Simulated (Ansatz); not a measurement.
Input of an Ansatz 0.2.0 run:

Contents of input.yaml:

```yaml
crystal:
  lattice: { a: 4.90162251, b: 4.90162251, c: 4.90162251, alpha: 90.0, beta: 90.0, gamma: 90.0 }
  space_group: 225
  reduce_to_primitive: true
  atoms:
    - { symbol: Hf, wyckoff: "4a", position: [0.0, 0.0, 0.0] }
    - { symbol: O, wyckoff: "8c", position: [0.25, 0.25, 0.75] }
hamiltonian:
  xc: pbe
  pseudopotentials: { kind: paw_fr }
magnetization:
  noncollinear: true
  spin_orbit: true
kpoints:
  mp_grid: { grid: [9, 9, 9] }
scf:
  occupations: { method: fixed }
output:
  forces: true
  stress: true
  eigenvalues: true
  write_density: true
  write_potential: true
  elf: true
  volumetric_format: npy
```

Potentials or basis: Ansatz PAW.

Command:

```console
$ ansatz run input.yaml --threads 2 --pin off --max-ram 5120MiB --backend cpu --events-out ev --progress --plain --runs-dir out
```

(1) Estimate the band gap on the k mesh.

(2) What does it give for the pressure?

## Answers

(1) 4.15 eV, indirect (least direct gap 4.28 eV).

(2) 36.7 GPa.

Caveat: odd divisions of the mesh miss points on the zone boundary, where band edges often lie, so the gap on the mesh can be too wide; the pressure holds a Pulay correction of +1.0 GPa for the finite cutoff.
